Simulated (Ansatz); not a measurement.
# InP (F-43m) in Ansatz: convergence with wavefunction cutoff

Aim: find how far wavefunction cutoff must go before the results for InP settle, at PBEsol. This setting moves, with any that are tied to it; all else stays.

Everything below comes from runs of Ansatz 0.2.0. Logs are shortened: lines on timing, memory, paths and dates and some standing lists are left out, and cuts for length are marked.

## Step 1: The structure

The structure is cubic, space group F-43m (No. 216). The conventional cell has a = 5.861 Å, b = 5.861 Å, c = 5.861 Å, α = 90.00°, β = 90.00°, γ = 90.00°. Around In (site symmetry -43m) lie 4 P at 2.54 Å. P (site symmetry -43m) has 4 In at 2.54 Å as nearest neighbours.

## Step 2: With wavefunction cutoff 200 eV

Input file input.yaml:

```yaml
crystal:
  lattice:
    - [0.0, 2.9305, 2.9305]
    - [2.9305, 0.0, 2.9305]
    - [2.9305, 2.9305, 0.0]
  atoms:
    - { symbol: In, position: [0.0, 0.0, 0.0] }
    - { symbol: P, position: [0.75, 0.75, 0.75] }
hamiltonian:
  xc: pbesol
  pseudopotentials: { kind: paw }
kpoints:
  mp_grid: { grid: [7, 7, 7] }
scf:
  occupations: { method: fermi_dirac, width: 0.05 }
output:
  forces: true
  stress: true
  eigenvalues: true
basis:
  ecutwfc: "200 eV"
```

Potentials or basis: Ansatz PAW.

Command:

```sh
> ansatz run input.yaml --threads 2 --pin off --max-ram 5632MiB --backend cpu --events-out ev --progress --plain --runs-dir out
```

The program printed:

```text
Warning: basis.ecutwfc = 200 eV is below the records' recommended 420 eV, and the density's cutoff is lower with it unless basis.ecutrho_ratio is high enough to keep the records' density cutoff: compare with a run at a higher cutoff
Warning: RAYON_NUM_THREADS=2 ignored (pool sized by the plan → 2); use --threads N
Engine: ansatz 0.2.0, x86_64-unknown-linux-gnu
Pseudopotentials: kind: paw
Pseudopotential: In, paw, valence charge 13, recommended cutoff 420 eV (normal), In.paw.azcp
Pseudopotential: P, paw, valence charge 5, recommended cutoff 420 eV (normal), P.paw.azcp
Functional definition: PBEsol
  exchange = pbesol_x
  correlation = pbesol_c
Crystal: 2 atoms, lattice volume = 50.333 Å³
Basis set: ecut = 200 eV, 331 PW (Γ), exchange–correlation on 40×40×40 points (8 copies of the dense FFT grid, shifted against one another)
Bands: 13, of which v1, the nominal top of the filled ones, is band 9 counted from 1 (8 counted from 0)
Symmetry: 24 space group operations
Space group: F-43m (ITA 216), of the structure as read, at distance tolerance 3.7e-5 Å
k-points: 20 of 343 (time reversal used)
Non-local potential: In, projectors of the file, l = 0: 2, l = 1: 2, l = 2: 2, l = 3: 2
Non-local potential: P, projectors of the file, l = 0: 2, l = 1: 2, l = 2: 2
PAW form: soft (Blöchl's): semilocal exchange-correlation on the pseudo side does not see the compensation charge
PAW frozen core: In, regenerated for the run's functional, and the local potential with it (the file was generated under x = pbe(κ = 0.804, μ = 0.2195149727645171), c = pbe(β = 0.06672455060314922))
PAW frozen core: P, regenerated for the run's functional, and the local potential with it (the file was generated under x = pbe(κ = 0.804, μ = 0.2195149727645171), c = pbe(β = 0.06672455060314922))
PAW one-centre angular grid: In, 590 points (default); XC on 64 Gauss nodes
PAW one-centre angular grid: P, 110 points (default); XC on 64 Gauss nodes
Initial density: superposition of atomic densities (neutral atoms: chi_scale 0, normalization atom), corrected by the library's trained network
Initial wavefunctions: pseudopotential atomic-orbital guess
Functional: x = pbesol(κ = 0.804, μ = 0.12345679012345678), c = pbesol(β = 0.046)
SCF iter   1: F=—  HF=-6257.848342 eV  |F-HF|=—  |Δ(HF+E_count)|=         —  Δρ=6.84e-2  dr2=1.12e0  ethr=1.77e-3  ⟨swp⟩=6.0  Hψ=1482  notcnv=0
preconditioner: auto → none  [insulator: Δε(μ)=0.713 eV  Ē_g=14.326 eV  σ=0.050 eV  W_gap=1.00  n_scr=14 (ndim 8)  ℏωp=22.2 eV  f_vac=0.024  D(μ)=0.00/eV (n_scr^D=0)  ε∞_Penn≈3.4]
SCF iter   2: F=—  HF=-6257.228031 eV  |F-HF|=—  |Δ(HF+E_count)|=   6.20e-1  Δρ=1.79e-2  dr2=6.18e-2  ethr=1.77e-3  ⟨swp⟩=2.2  Hψ=685  notcnv=0
SCF iter   3: F=—  HF=-6257.205032 eV  |F-HF|=—  |Δ(HF+E_count)|=   2.30e-2  Δρ=6.15e-3  dr2=7.71e-3  ethr=3.44e-4  ⟨swp⟩=2.5  Hψ=449  notcnv=0
SCF iter   4: F=—  HF=-6257.204016 eV  |F-HF|=—  |Δ(HF+E_count)|=   1.02e-3  Δρ=1.62e-3  dr2=1.03e-3  ethr=4.29e-5  ⟨swp⟩=3.0  Hψ=519  notcnv=0
SCF iter   5: F=—  HF=-6257.203917 eV  |F-HF|=—  |Δ(HF+E_count)|=   9.82e-5  Δρ=3.13e-4  dr2=3.79e-5  ethr=5.70e-6  ⟨swp⟩=2.0  Hψ=321  notcnv=0
SCF iter   6: F=—  HF=-6257.204001 eV  |F-HF|=—  |Δ(HF+E_count)|=   8.37e-5  Δρ=1.72e-5  dr2=1.23e-7  ethr=2.11e-7  ⟨swp⟩=2.4  Hψ=331  notcnv=0
SCF iter   7: F=-6257.204001 eV  HF=-6257.204001 eV  |F-HF|=2.61e-9  |Δ(HF+E_count)|=   5.08e-8  Δρ=2.95e-6  dr2=5.04e-9  ethr=5.56e-10  ⟨swp⟩=5.8  Hψ=1260  notcnv=0
SCF 1 converged in 7 iterations: F = -6257.204001 eV  dr2 = 5.04e-9
SCF converged after 7 iterations
Free energy (F): -6257.204001 eV
Harris-Foulkes:  -6257.204001 eV  (|F-HF|=2.61e-9)
Internal energy: -6257.203996 eV  (E = F + TS)
E sigma→0 (E₀):  -6257.203998 eV
Entropy (-TS):   -0.000006 eV (-0.003 meV/atom)
Fermi energy:    7.289775 eV
--- Per-component energies (eV) ---
  E_band       = -62.339198
  E_kinetic    = 344.586782
  E_local      = -1380.743370  (includes V_loc(G=0)·N_el)
  E_nonlocal   = 371.100999
  E_hartree    = 535.461001
  E_xc         = -280.533365
  E_vxc        = -167.676271  (∫ρ·V_xc dr)
  E_paw        = -4626.650180  (= ΣΔE_a)
  E_vpaw       = -300.529689  (= ΣTr[D̂ρ^β])
  E_aug_tail   = 0.000425  (compensation charges beyond the density's cutoff)
  E_ewald      = -1220.708286
  E_core_change = 0.281999  (= ΣΔE_core)
  E_smearing   = -0.000006  (= −TS)
  E_closure    = -0.000000  (closes the sum)
  Σ components = -6257.204001   (vs F -6257.204001, Δ=0.00e0)
--- Forces (eV/Å), atoms counted from 1 ---
  atom   1  In    -0.00000000     0.00000000     0.00000000
  atom   2  P      0.00000000    -0.00000000     0.00000000
  max |Σ_I F_I| component: 1.30e-16 eV/Å
--- Stress (GPa, compression-positive) ---
       -0.220773       0.000000      -0.000000
       -0.000000      -0.220773       0.000000
        0.000000       0.000000      -0.220773
  P = ⅓ Tr σ = -0.2208 GPa (-2.208 kbar)
--- Band table (eV; the first three rows and the last of 20) ---
  k-point 0: bands = ["-8.2945", "-8.2945", "-8.2945", "-8.1891", "-8.1891", "-4.5181", "6.8903", "6.8903", "6.8903", "7.6300", "11.0875", "11.0875", "11.0875"]
  k-point 1: bands = ["-8.1963", "-8.1963", "-8.1255", "-7.9874", "-7.9874", "-4.2779", "5.0899", "6.6771", "6.6771", "8.6634", "11.2708", "11.4480", "11.4480"]
  k-point 2: bands = ["-8.2149", "-8.0848", "-8.0848", "-7.8832", "-7.8832", "-3.6530", "2.9316", "6.2777", "6.2777", "8.6288", "11.8427", "11.8427", "12.6098"]
  k-point 19: bands = ["-8.1660", "-8.0435", "-8.0049", "-7.9746", "-7.9192", "-2.0440", "1.1948", "3.6752", "4.5787", "10.2838", "11.5264", "12.8614", "13.6880"]
```

It took 1.1 s on 2 threads of Intel Xeon at 2.50GHz (Skylake/Cascade Lake), shared host; peak memory 0.29 GiB.

Results:

```
Free energy            : -6257.2040 eV
Pressure               : -0.2 GPa
Band gap on the k mesh : 0.74 eV, direct
```

## Step 3: With wavefunction cutoff 250 eV

Changes to input.yaml since step 2:

```diff
@@ -20,2 +20,2 @@
 basis:
-  ecutwfc: "200 eV"
+  ecutwfc: "250 eV"
```

Potentials or basis: Ansatz PAW.

Command:

```sh
> ansatz run input.yaml --threads 2 --pin off --max-ram 5632MiB --backend cpu --events-out ev --progress --plain --runs-dir out
```

Run time: 1.3 s. Hardware: 2 threads of Intel Xeon at 2.50GHz (Skylake/Cascade Lake), shared host; peak memory 0.3 GiB.

What came out:

| Item | Value |
| --- | --- |
| Free energy | -6264.7444 eV |
| Pressure | 0.6 GPa |
| Band gap on the k mesh | 0.68 eV, direct |

## Step 4: With wavefunction cutoff 300 eV

Changes to input.yaml since step 3:

```diff
@@ -20,2 +20,2 @@
 basis:
-  ecutwfc: "250 eV"
+  ecutwfc: "300 eV"
```

Command:

```sh
> ansatz run input.yaml --threads 2 --pin off --max-ram 5632MiB --backend cpu --events-out ev --progress --plain --runs-dir out
```

It took 1.3 s on 2 threads of Intel Xeon at 2.50GHz (Skylake/Cascade Lake), shared host; peak memory 0.3 GiB.

What came out:

- Free energy: -6265.7459 eV
- Pressure: 0.6 GPa
- Band gap on the k mesh: 0.63 eV, direct

## Step 5: With wavefunction cutoff 350 eV

Changes to input.yaml since step 4:

```diff
@@ -20,2 +20,2 @@
 basis:
-  ecutwfc: "300 eV"
+  ecutwfc: "350 eV"
```

Command:

```sh
> ansatz run input.yaml --threads 2 --pin off --max-ram 5632MiB --backend cpu --events-out ev --progress --plain --runs-dir out
```

Wall time 1.7 s (2 threads of Intel Xeon at 2.50GHz (Skylake/Cascade Lake), shared host); peak memory 0.31 GiB.

What came out:

```yaml
Free_energy: -6265.8514 eV
Pressure: 0.6 GPa
Band_gap_on_the_k_mesh: 0.62 eV, direct
```

## Step 6: With wavefunction cutoff 400 eV

Changes to input.yaml since step 5:

```diff
@@ -20,2 +20,2 @@
 basis:
-  ecutwfc: "350 eV"
+  ecutwfc: "400 eV"
```

Potentials or basis: Ansatz PAW.

Command:

```sh
> ansatz run input.yaml --threads 2 --pin off --max-ram 5632MiB --backend cpu --events-out ev --progress --plain --runs-dir out
```

Run time: 1.9 s. Hardware: 2 threads of Intel Xeon at 2.50GHz (Skylake/Cascade Lake), shared host; peak memory 0.32 GiB.

It converged, with:

```
Free energy            : -6265.8600 eV
Pressure               : 0.6 GPa
Band gap on the k mesh : 0.62 eV, direct
```

## Step 7: With wavefunction cutoff 450 eV

Changes to input.yaml since step 6:

```diff
@@ -20,2 +20,2 @@
 basis:
-  ecutwfc: "400 eV"
+  ecutwfc: "450 eV"
```

Command:

```sh
> ansatz run input.yaml --threads 2 --pin off --max-ram 5632MiB --backend cpu --events-out ev --progress --plain --runs-dir out
```

Wall time 2 s (2 threads of Intel Xeon at 2.50GHz (Skylake/Cascade Lake), shared host); peak memory 0.33 GiB.

It converged, with:

```
Free energy            : -6265.8620 eV
Pressure               : 0.6 GPa
Band gap on the k mesh : 0.62 eV, direct
```

## Step 8: With wavefunction cutoff 500 eV

Changes to input.yaml since step 7:

```diff
@@ -20,2 +20,2 @@
 basis:
-  ecutwfc: "450 eV"
+  ecutwfc: "500 eV"
```

Command:

```sh
> ansatz run input.yaml --threads 2 --pin off --max-ram 5632MiB --backend cpu --events-out ev --progress --plain --runs-dir out
```

Wall time 2.4 s (2 threads of Intel Xeon at 2.50GHz (Skylake/Cascade Lake), shared host); peak memory 0.34 GiB.

Results (log left out):

```yaml
Free_energy: -6265.8627 eV
Pressure: 0.6 GPa
Band_gap_on_the_k_mesh: 0.62 eV, direct
```

## Step 9: With wavefunction cutoff 600 eV

Changes to input.yaml since step 8:

```diff
@@ -20,2 +20,2 @@
 basis:
-  ecutwfc: "500 eV"
+  ecutwfc: "600 eV"
```

Potentials or basis: Ansatz PAW.

Command:

```sh
> ansatz run input.yaml --threads 2 --pin off --max-ram 5632MiB --backend cpu --events-out ev --progress --plain --runs-dir out
```

Run time: 2.8 s. Hardware: 2 threads of Intel Xeon at 2.50GHz (Skylake/Cascade Lake), shared host; peak memory 0.36 GiB.

The run converged. Its results:

| Property | Result |
| --- | --- |
| Free energy | -6265.8632 eV |
| Pressure | 0.6 GPa |
| Band gap on the k mesh | 0.62 eV, direct |

## Step 10: With wavefunction cutoff 800 eV

Changes to input.yaml since step 9:

```diff
@@ -20,2 +20,2 @@
 basis:
-  ecutwfc: "600 eV"
+  ecutwfc: "800 eV"
```

Command:

```sh
> ansatz run input.yaml --threads 2 --pin off --max-ram 5632MiB --backend cpu --events-out ev --progress --plain --runs-dir out
```

It took 3.6 s on 2 threads of Intel Xeon at 2.50GHz (Skylake/Cascade Lake), shared host; peak memory 0.41 GiB.

Results (log left out):

| Item | Value |
| --- | --- |
| Free energy | -6265.8634 eV |
| Pressure | 0.6 GPa |
| Band gap on the k mesh | 0.62 eV, direct |

## Step 11: Summary

| wavefunction cutoff | energy less the tightest run, at zero smearing (meV/atom) | pressure (GPa) | gap on the mesh (eV) | SCF cycles | CPU time (s) | peak memory (GiB) |
| --- | --- | --- | --- | --- | --- | --- |
| 200 eV | 4329.68 | -0.22 | 0.740 | 7 | 1.8 | 0.29 |
| 250 eV | 559.50 | 0.59 | 0.676 | 6 | 2.1 | 0.3 |
| 300 eV | 58.73 | 0.65 | 0.632 | 6 | 2.1 | 0.3 |
| 350 eV | 5.98 | 0.63 | 0.621 | 6 | 2.7 | 0.31 |
| 400 eV | 1.68 | 0.60 | 0.616 | 6 | 3 | 0.32 |
| 450 eV | 0.70 | 0.59 | 0.615 | 6 | 3.3 | 0.33 |
| 500 eV | 0.36 | 0.59 | 0.615 | 6 | 4 | 0.34 |
| 600 eV | 0.10 | 0.59 | 0.615 | 6 | 4.9 | 0.36 |
| 800 eV | 0.00 | 0.59 | 0.615 | 6 | 6.4 | 0.41 |

Against the tightest run, the energy stays within 1 meV/atom from 450 eV on; the pressure stays within 0.1 GPa from 250 eV on; the gap on the mesh stays within 0.01 eV from 350 eV on. The tightest run that finished is the yardstick and may itself not be fully converged.

Caveats: odd divisions of the mesh miss points on the zone boundary, where band edges often lie, so the gap on the mesh can be too wide; spin-orbit coupling is left out, which moves the levels of the heavy elements; the PAW data sets come from PBE, with cores solved anew for the run's functional, which leaves a small shift of forces and pressure.
